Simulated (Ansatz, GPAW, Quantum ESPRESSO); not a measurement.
One calculation of WS, 4 ways

```
CELL_PARAMETERS angstrom
3.18352 0.00000 0.00000
-1.59176 2.75701 0.00000
0.00000 0.00000 31.95058
ATOMIC_POSITIONS crystal
W 0.33333 0.66667 0.23474
S 0.66667 0.33333 0.28355
S 0.66667 0.33333 0.71645
W 0.33333 0.66667 0.76526
```

Alike in all runs: functional PBE; k mesh 10 × 10 × 1; occupations fermi-dirac, width 0.05 eV; no spin polarisation; no spin-orbit coupling.

| program and potentials | plane-wave cutoff (eV) | notes | largest force (eV/Å) |
| --- | --- | --- | --- |
| Ansatz, Ansatz PAW | 420 | - | ? |
| Ansatz, all-electron LAPW, scalar-relativistic | - | - | 0.477 |
| GPAW, GPAW PAW data sets (gpaw-data 1.2.1) | 450 | - | 0.463 |
| Quantum ESPRESSO, PseudoDojo 0.4.1 SR PBE standard | 1007 | - | 0.478 |

Q: Estimate from the other rows what the run with Ansatz, Ansatz PAW gave.

A: Largest force 0.489 eV/Å. The other rows, which needn't bracket it: largest force 0.463 to 0.478.
